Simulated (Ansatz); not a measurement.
Theory: DFT PBE, scalar-relativistic, plane waves, PAW (Ansatz 0.2.0). All cells share a 420 eV cutoff and Γ-centred k meshes spaced at most about 0.3 Å⁻¹ (about 0.25 or finer for metals, 2π included). No spin polarisation.

All energies are static (0 K, no zero-point motion).

Question: Which of these relaxed structures of SiGe7 is the lowest in energy?
A. Space group R-3m (No. 166), trigonal, a = 8.089 Å, c = 19.807 Å. Si has 1 Si at 2.41 Å and 3 Ge at 2.45 Å; Ge on a site of symmetry m is surrounded by 4 Ge at 2.48–2.49 Å; Ge on a second site of symmetry m has 1 Si at 2.45 Å and 3 Ge at 2.49–2.50 Å; Ge on a site of symmetry 3m is surrounded by 4 Ge at 2.48 Å.
B. Space group P6_3mc (No. 186), hexagonal, a = 8.054 Å, c = 6.646 Å. Si is surrounded by 4 Ge at 2.43–2.44 Å; Ge on a site of symmetry m has 1 Si at 2.43 Å and 3 Ge at 2.49–2.50 Å; Ge on a site of symmetry 3m has 1 Si at 2.44 Å and 3 Ge at 2.48 Å; Ge on a second site of symmetry m has 4 Ge at 2.48–2.50 Å.

Answer: A. The other, B, lies 15 meV/atom higher. Counting Ge atoms around Si (those within 1.25 times the shortest such distance or 1.15 times the sum of covalent radii): A has Si 3; B has Si 4. Both come from invented guesses.

For metals, differences of a few meV/atom aren't resolved. Cells relaxed within their symmetry can be saddle points. Some types were kept out of the candidates beforehand, so the set may lack a known form.
